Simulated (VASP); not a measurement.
Crystal: MgO.

```
CELL_PARAMETERS angstrom
3.30779 0.00000 0.00000
-1.65389 2.86463 0.00000
0.00000 0.00000 4.98288
ATOMIC_POSITIONS crystal
Mg 0.33333 0.66667 0.00216
Mg 0.66667 0.33333 0.50216
O 0.33333 0.66667 0.40244
O 0.66667 0.33333 0.90244
```

Measurements of this composition are mostly on another form, of space group No. 225.

* Program: VASP 6.6.1
* Task: relaxation of cell and atoms
* Functional: PBE
* Potentials or basis: VASP PAW PBE potentials, release 64 (Mg, O)
* Cutoff: 600 eV
* k mesh: 9 × 9 × 6
* Occupations: gaussian, width 0.02 eV
* Spin: no spin polarisation

At the start: pressure 2.8 GPa; volume 11.80 Å³/atom.

Q: How do energy, volume and symmetry change on relaxing?

A: Over 10 steps the energy falls by 3.1 meV/atom and the volume is 12.12 Å³/atom (+2.7 %); space group P6_3mc (No. 186, to 0.05 Å).

Step by step:
```
step  energy change (eV)  largest force (eV/Å)  pressure (GPa)  volume (Å³)
   1              0.0000                0.0084            2.78        47.22
   2             -0.0085                0.0383           -0.78        48.63
   3             -0.0093                0.0319           -0.01        48.30
   4             -0.0097                0.0337           -0.01        48.32
   5             -0.0108                0.0384           -0.01        48.37
   6             -0.0120                0.0421           -0.02        48.47
   7             -0.0123                0.0117            0.00        48.47
   8             -0.0123                0.0012            0.01        48.47
   9             -0.0123                0.0021            0.00        48.48
  10             -0.0123                0.0042            0.01        48.49
```

Final structure:
```xyz
4
Lattice="3.3103 0.0000 0.0000 -1.6552 2.8668 0.0000 0.0000 0.0000 5.1095" Properties=species:S:1:pos:R:3 pbc="T T T"
Mg    0.0000    1.9112    0.0319
Mg    1.6552    0.9556    2.5867
O     0.0000    1.9112    2.0354
O     1.6552    0.9556    4.5902
```
